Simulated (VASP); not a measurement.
# Mg (Fm-3m) in VASP: notebook

One crystal, Mg, is run at these levels: PBEsol; tasks: single point.

Program: VASP 6.6.1. These are calculated values, not measurements. Logs are shortened: lines on timing, memory, paths and dates and some standing lists are left out, and cuts for length are marked.

### Step 1. The crystal as given

The structure is cubic, space group Fm-3m (No. 225). The conventional cell has a = 4.489 Å, b = 4.489 Å, c = 4.489 Å, α = 90.00°, β = 90.00°, γ = 90.00°. Mg (site symmetry m-3m) has 12 Mg at 3.17 Å as nearest neighbours.

This isn't the form of Mg at room conditions, which is hcp.

### Step 2. Single point, PBEsol

File INCAR:

```
SYSTEM = Mg
PREC = Accurate
ENCUT = 520
EDIFF = 1E-7
ISMEAR = 0
SIGMA = 0.15
LREAL = .False.
LASPH = .True.
NELM = 100
ALGO = Normal
ISIF = 2
LWAVE = .False.
LCHARG = .True.
GGA = PS
LELF = .True.
LVHAR = .True.
NBANDS = 7
```

File KPOINTS:

```
Automatic mesh
0
Gamma
  20 20 20
  0 0 0
```

File POSCAR:

```
Mg
1.0
    0.0000000000      2.2442560000      2.2442560000
    2.2442560000      0.0000000000      2.2442560000
    2.2442560000      2.2442560000      0.0000000000
Mg
1
Direct
    0.0000000000      0.0000000000      0.0000000000
```

Potentials or basis: VASP PAW PBE potentials, release 64 (Mg).

Command:

```
cat potpaw_PBE.64/Mg/POTCAR > POTCAR
mpirun -np 1 vasp_std > vasp.out
```

OUTCAR:

```text
SYSTEM = Mg
   PREC = Accurate
   ENCUT = 520
   EDIFF = 1E-7
   ISMEAR = 0
   LREAL = .False.
   LASPH = .True.
   NELM = 100
   ISIF = 2
   GGA = PS

 ion  position               nearest neighbor table
   1  0.000  0.000  0.000-

  LATTYP: Found a face centered cubic cell.
 ALAT       =     4.4885120000

  Lattice vectors:

 A1 = (   0.0000000000,   2.2442560000,   2.2442560000)
 A2 = (   2.2442560000,   0.0000000000,   2.2442560000)
 A3 = (   2.2442560000,   2.2442560000,   0.0000000000)

Analysis of symmetry for initial positions (statically):
=====================================================================
 Subroutine PRICEL returns:
 Original cell was already a primitive cell.

 Routine SETGRP: Setting up the symmetry group for a
 face centered cubic supercell.

 Subroutine GETGRP returns: Found 48 space group operations
 (whereof 48 operations were pure point group operations)
 out of a pool of 48 trial point group operations.

The static configuration has the point symmetry O_h .

Analysis of symmetry for dynamics (positions and initial velocities):
=====================================================================
 Subroutine PRICEL returns:
 Original cell was already a primitive cell.

 Routine SETGRP: Setting up the symmetry group for a
 face centered cubic supercell.

 Subroutine GETGRP returns: Found 48 space group operations
 (whereof 48 operations were pure point group operations)
 out of a pool of 48 trial point group operations.

The dynamic configuration has the point symmetry O_h .

 Subroutine INISYM returns: Found 48 space group operations
 (whereof 48 operations are pure point group operations),
 and found     1 'primitive' translations

----------------------------------------------------------------------------------------

                                     Primitive cell

  volume of cell :      22.6072

  direct lattice vectors                    reciprocal lattice vectors
     0.000000000  2.244256000  2.244256000    -0.222790983  0.222790983  0.222790983
     2.244256000  0.000000000  2.244256000     0.222790983 -0.222790983  0.222790983
     2.244256000  2.244256000  0.000000000     0.222790983  0.222790983 -0.222790983

  length of vectors
     3.173857273  3.173857273  3.173857273     0.385885302  0.385885302  0.385885302

  position of ions in fractional coordinates (direct lattice)
     0.000000000  0.000000000  0.000000000

  ion indices of the primitive-cell ions
[... 75 lines left out ...]
   LREAL  =      F    real-space projection
   EDIFFG = 0.1E-05   stopping-criterion for IOM
   NSW    =      0    number of steps for IOM
   IBRION =     -1    ionic relax: 0-MD 1-quasi-New 2-CG
   NFREE  =      0    steps in history (QN), initial steepest desc. (CG)
   ISIF   =      2    stress and relaxation
   ISYM   =      2    0-nonsym 1-usesym 2-fastsym
   POTIM  = 0.5000    time-step for ionic-motion
   TEBEG  =    0.0;   TEEND  =   0.0 temperature during run
   PSTRESS=    0.0 pullay stress
   NELECT =       2.0000    total number of electrons
   NUPDOWN=      -1.0000    fix difference up-down
   EMIN   =  10.00;   EMAX   =-10.00  energy-range for DOS
   EFERMI =   0.00;   METHOD = LEGACY
   ISMEAR =     0;   SIGMA  =   0.15  broadening in eV -4-tet -1-fermi 0-gaus
   EFERMI_NEDOS =   21; number of points for ismear=-14 and -15
   IALGO  =     38    algorithm
   IMIX   =      4    mixing-type and parameters
     AMIX     =   0.40;   BMIX     =  1.00
     AMIX_MAG =   1.60;   BMIX_MAG =  1.00
  volume/ion in A,a.u.               =      22.61       152.56
  Fermi-wavevector in a.u.,A,eV,Ry     =   0.729462  1.378483  7.239854  0.532114
  Thomas-Fermi vector in A             =   1.821189
   LORBIT       =      0    0 simple, 1 ext, 2 COOP (PROOUT), +10 PAW based schemes
   GGA     = PS    functional components
   LHFCALC =     F    Hartree Fock is set to
   AEXX    =    0.0000 exact exchange contribution
   IVDW    =     0    specifies the selected vdW correction
   LEPSILON=     F    determine dielectric tensor
   LRPA    =     F    only Hartree local field effects (RPA)
 non-spin polarized calculation
 Gauss-broadening in eV      SIGMA  =   0.15
  energy-cutoff  :      520.00
  volume of cell :       22.61
 maximum number of plane-waves:       620
   NGX = 11   NGY = 11   NGZ = 11

 number of electron       2.0000000 magnetization

 Free energy of the ion-electron system (eV)
  ---------------------------------------------------
  ext. energy  EPLUGINS =         0.00000000
  ---------------------------------------------------
  free energy    TOTEN  =        -1.71275319 eV

  energy without entropy =       -1.70728628  energy(sigma->0) =       -1.71001974

 E-fermi :   2.6507     XC(G=0):  -8.5826

 val. band max:        2.6488193336   @ k =  -0.3500   0.3000   0.1500
 cond. band min:       2.6606063599   @ k =  -0.4000   0.2000   0.0000
 fundamental gap:      0.0117870264
 Fermi energy:         2.6507454938

 k-point     1 :       0.0000    0.0000    0.0000
  band No.  band energies     occupation
      1      -4.3244      2.00000
      2      15.1003      0.00000
      3      15.1003      0.00000
      4      15.1003      0.00000
      5      17.1167      0.00000
      6      17.1167      0.00000
      7      17.1167      0.00000
[... 221 lines left out ...]
 k-point    24 :      -0.3500    0.0500    0.0000
  band No.  band energies     occupation
      1      -1.3022      2.00000
      2       4.3907      0.00000
      3      12.5736      0.00000
      4      14.4241      0.00000
      5      15.1997      0.00000
      6      15.8908      0.00000
      7      16.8100      0.00000

 [... further k-points ...]

------------------------ aborting loop because EDIFF is reached ----------------------------------------

  FORCE on cell =-STRESS in cart. coord.  units (eV):
  Direction    XX          YY          ZZ          XY          YZ          ZX
  --------------------------------------------------------------------------------------
  -------------------------------------------------------------------------------------
  Total        0.0150559      0.0150559      0.0150559     -0.0000000     -0.0000000     -0.0000000
  in kB        1.0670157      1.0670157      1.0670157     -0.0000000     -0.0000000     -0.0000000
  external PRESSURE =       1.0670157 kB  Pullay stress =       0.0000000 kB

 VOLUME and BASIS-vectors are now :
 -----------------------------------------------------------------------------
  energy-cutoff  :      520.00
  volume of cell :       22.61
      direct lattice vectors                 reciprocal lattice vectors
     0.000000000  2.244256000  2.244256000    -0.222790983  0.222790983  0.222790983
     2.244256000  0.000000000  2.244256000     0.222790983 -0.222790983  0.222790983
     2.244256000  2.244256000  0.000000000     0.222790983  0.222790983 -0.222790983

 POSITION                                       TOTAL-FORCE (eV/Angst)
 -----------------------------------------------------------------------------------
      0.00000      0.00000      0.00000         0.000000      0.000000     -0.000000
 -----------------------------------------------------------------------------------
    total drift:                               -0.000000      0.000000     -0.000000

  FREE ENERGIE OF THE ION-ELECTRON SYSTEM (eV)
  ---------------------------------------------------
  free  energy   TOTEN  =        -1.7127531885 eV

  energy  without entropy=       -1.7072862847  energy(sigma->0) =       -1.71001974
```

It took 12 s on 1 thread of AMD EPYC 9R45 (Zen 5), shared host; peak memory 0.14 GiB.

Results:

| Item | Value |
| --- | --- |
| Free energy | -1.7128 eV |
| Pressure | 0.1 GPa |
| Band gap on the k mesh | none (metal or under the smearing width) |

Levels at points of the mesh, in eV from the Fermi level:
```
           k point  band 1  band 2  band 3  band 4  band 5
(0.00, 0.00, 0.00)   -6.98   12.45   12.45   12.45   14.47
(0.50, 0.00, 0.00)   -1.72   -1.27   11.35   11.35   12.24
(0.50, 0.50, 0.00)   -0.22    0.82    6.13    7.03    7.03
```

Caveat: the PAW data sets were made with another functional, which shifts forces and pressure a little.

### Step 3. Single point, PBEsol

File INCAR:

```
ALGO = Fast
EDIFF = 1E-6
ENCUT = 520
GGA = PS
ISIF = 2
ISMEAR = 0
LASPH = T
LCHARG = F
LREAL = F
LWAVE = F
NBANDS = 7
NELM = 100
PREC = Accurate
SIGMA = 0.15
```

File KPOINTS:

```
k-points
0
Gamma
  18 18 18
```

POSCAR is that of step 2.

Potentials or basis: VASP PAW PBE potentials, release 64 (Mg).

Command:

```
cat potpaw_PBE.64/Mg/POTCAR > POTCAR
mpirun -np 1 vasp_std > vasp.out
```

Run time: 9.1 s. Hardware: 1 thread of AMD EPYC 9R45 (Zen 5), shared host; peak memory 0.13 GiB.

The run converged. Its results:

```yaml
Free_energy: -1.7132 eV
Pressure: 0.1 GPa
Band_gap_on_the_k_mesh: none (metal or under the smearing width)
```

Levels at points of the mesh, in eV from the Fermi level:
| k point | band 1 | band 2 | band 3 | band 4 | band 5 |
| --- | --- | --- | --- | --- | --- |
| (0.00, 0.00, 0.00) | -6.96 | 12.47 | 12.47 | 12.47 | 14.49 |
| (0.50, 0.00, 0.00) | -1.70 | -1.25 | 11.37 | 11.37 | 12.26 |
| (0.50, 0.50, 0.00) | -0.20 | 0.84 | 6.15 | 7.05 | 7.05 |

Caveat: the PAW data sets were made with another functional, which shifts forces and pressure a little.
